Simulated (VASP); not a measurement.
Set up this calculation in VASP 6.6.1, as the native input.

```
Task                   : single point
Functional             : LDA
Potentials or basis    : VASP PAW LDA potentials, release 64 (B, N)
Cutoff                 : 520 eV
k mesh                 : 8 × 8 × 8
Occupations            : gaussian, width 0.01 eV
Spin                   : no spin polarisation
Dipole correction      : no
Further INCAR settings : ALGO = Normal; EDIFF = 1e-07; NBANDS = 11
```

The structure of BN lies in POSCAR:

```
BN
1.0
    0.0000000000      1.7458259346      1.7458259346
    1.7458259346      0.0000000000      1.7458259346
    1.7458259346      1.7458259346      0.0000000000
B N
1 1
Direct
    0.0000000000      0.0000000000      0.0000000000
    0.5000000000      0.5000000000      0.5000000000
```

The cell was built by a generator and needn't be a form met in nature.

The input as run:

INCAR

```
SYSTEM = BN
ALGO = Normal
EDIFF = 1E-7
ENCUT = 520
GGA = CA
ISIF = 2
ISMEAR = 0
LASPH = .True.
LCHARG = .False.
LREAL = .False.
LWAVE = .False.
NBANDS = 11
NELM = 100
PREC = Accurate
SIGMA = 0.01
```

KPOINTS

```
k-points
0
Gamma
  8 8 8
  0 0 0
```

Potentials or basis: VASP PAW LDA potentials, release 64 (B, N).

The run is started by

```bash
$ cat potpaw_LDA.64/B/POTCAR potpaw_LDA.64/N/POTCAR > POTCAR
$ mpirun -np 1 vasp_std > vasp.out
```

Results of the run:

```yaml
Pressure: -10.3 GPa
Band_gap_on_the_k_mesh: 1.49 eV, indirect (least direct gap 5.71 eV)
```

Run time: 3 s on 1 thread of AMD EPYC 7R13 Processor (Zen 3) (shared host), peak memory 0.08 GiB.
